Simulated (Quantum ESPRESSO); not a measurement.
The system is In, a slab with vacuum.

```
CELL_PARAMETERS angstrom
3.36384 0.00000 0.00000
-1.68192 2.91317 0.00000
0.00000 0.00000 25.79971
ATOMIC_POSITIONS crystal
In 0.00000 0.00000 0.29070
In 0.33333 0.66667 0.39535
In 0.00000 0.00000 0.50000
In 0.66667 0.33333 0.60465
In 0.00000 0.00000 0.70930
```

The slab is cut from a database's or a generator's crystal, which needn't be the stable form of the element.

A sound run:

* Program: Quantum ESPRESSO 7.5
* Task: work function
* Functional: PBE
* Potentials or basis: PseudoDojo 0.4.1 SR PBE standard
* Cutoff: 952 eV
* Density cutoff: 3810 eV
* k mesh: 9 × 9 × 1
* Occupations: fermi-dirac, width 0.05 eV
* Spin: no spin polarisation

It gives largest force 0.116 eV/Å; band gap on the k mesh none (metal or under the smearing width).

Problem. What do these careless settings give instead: cutoff 571 eV in place of 952 eV; density cutoff 2286 eV in place of 3810 eV?

Solution. Largest force 0.113 eV/Å; band gap on the k mesh none (metal or under the smearing width). The run converged, but these numbers show the error of the settings and aren't properties of the slab.
